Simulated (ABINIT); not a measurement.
BaS in ABINIT: the effect of potentials

The system is BaS.

```
Ba S
1.0
     0.00000    3.19375    3.19375
     3.19375    0.00000    3.19375
     3.19375    3.19375    0.00000
Ba S
1 1
Direct
  0.00000 0.00000 0.00000
  0.50000 0.50000 0.50000
```

Alike in all runs:

* Program: ABINIT 10.8.3 (patched build)
* Task: band structure
* Functional: r2SCAN
* k mesh: 7 × 7 × 7
* Occupations: fermi-dirac, width 0.05 eV
* Spin: no spin polarisation

```tsv
potentials	cutoff	gap on the mesh (eV)	pressure (GPa)
Ansatz PAW PBE default generated set, frozen core	490 eV	2.61	0.8
JTH PAW PBE v2.0	653 eV	?	?
SG15 NC PBE v1.2	980 eV	2.62	0.7
PseudoDojo NC SR PBE v0.4.1 standard	844 eV	2.55	0.7
```

Q: What does the run with potentials JTH PAW PBE v2.0 give?

A: gap on the mesh 2.53 eV; pressure 1.3 GPa.

Caveats: spin-orbit coupling is left out, which moves the levels of the heavy elements; the PAW data sets were made with another functional, which shifts forces and pressure a little (some runs); the potentials were made for another functional, which shifts forces and pressure (some runs); this set's barium file shifts pressures by 1.5 GPa and gaps by 0.1 eV against other sets (some runs); this set's barium file shifts pressures by 1 GPa against other sets (some runs).

A k mesh can miss the band edges.

Runs at the PBE level aren't shown here.
